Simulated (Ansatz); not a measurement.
# Cu: enthalpy against pressure

Cu, P6_3/mmc, a = 2.529 Å, c = 8.264 Å. This isn't the element's structure at ambient conditions. Ansatz: r2SCAN, PAW, 500 eV, Γ-centred 18×18×6 mesh on 4 atoms, Gaussian smearing 0.10 eV; no spin polarisation. Cell and atoms are relaxed at each pressure, and no other structure is tried, so the rows at high pressure may lie past a change of phase. y is the enthalpy over the state at zero pressure; there V0 = 11.446 Å³/atom. The pressures are the targets, met within 0.03 GPa.

| P (GPa) | y (eV/atom) |
| --- | --- |
| -3.0 | -0.2164 |
| 0.0 | 0.0000 |
| 3.0 | 0.2124 |
| 8.0 | 0.5587 |
| 15.0 | 1.0294 |
| 30.0 | ? |
| 60.0 | 3.7890 |

Task: Fit y = c1 P + c2 P² + c3 P³ to the other rows, say what c1 and c2 mean, and predict the missing value.

Result: Least squares on the rows shown. y = 0.071427 P − 0.00020349 P² + 1.0925×10⁻⁶ P³. Since dH/dP = V, c1 is V0: 0.071427 eV/GPa × 160.2 = 11.443 Å³ against 11.446; c2 = −V0/(2B0) gives B0 = 176 GPa, where a Birch–Murnaghan fit to the volumes of the same runs (not shown) gives 162 GPa: a cubic over this range folds the higher terms into c2. At P = 30.0 the fit asked for gives 1.9892 eV/atom. The run gave 1.9938 eV/atom, so the fit is 0.0046 eV/atom too low, 0.11 % of the span of the series, against an rms of 0.0002 eV/atom on the fitted rows. With a term in P⁴ added, a fit to the same known rows predicts 1.9956 eV/atom, so most of the miss is curvature that the known rows already hold.

The mesh isn't the same in all rows (18×18×6, 24×24×6).